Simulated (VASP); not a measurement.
A run of VASP 6.6.1 is set up as follows.

INCAR

```
SYSTEM = Ag
ALGO = Normal ; DIPOL = 0.5 0.5 0.500
EDIFF = 1E-6 ; EDIFFG = -0.02
ENCUT = 520 ; GGA = PS
IBRION = 2 ; IDIPOL = 3
ISIF = 2 ; ISMEAR = -1
LASPH = .TRUE. ; LCHARG = .FALSE.
LDIPOL = .TRUE. ; LREAL = .FALSE.
LWAVE = .FALSE. ; NELM = 100
NSW = 60 ; PREC = Accurate
SIGMA = 0.05
```

KPOINTS

```
k-points
0
G
  7 7 1
  0 0 0
```

The input POSCAR:

```
Ag
1.0
    2.9460943265      0.0000000000      0.0000000000
   -1.4730471633      2.5513925288      0.0000000000
    0.0000000000      0.0000000000     27.0052091601
Ag
6
Selective dynamics
Direct
    0.0000000000      0.0000000000      0.2777241959  F F F
    0.6666666667      0.3333333333      0.3666062915  F F F
    0.3333333334      0.6666666667      0.4554883870  F F F
    0.6666666667      0.3333333333      0.5445116130  T T T
    0.3333333334      0.6666666667      0.6333937085  T T T
    0.0000000000      0.0000000000      0.7222758041  T T T
```

Potentials or basis: VASP PAW PBE potentials, release 64 (Ag).

The run is started by

```console
$ cat potpaw_PBE.64/Ag/POTCAR > POTCAR
$ mpirun -np 1 vasp_std > vasp.out
```

(1) Predict the energy gained by relaxing.

(2) What does it give for the band gap on the k mesh?

Results:

(1) 12.3 meV/atom.

(2) none (metal or under the smearing width).
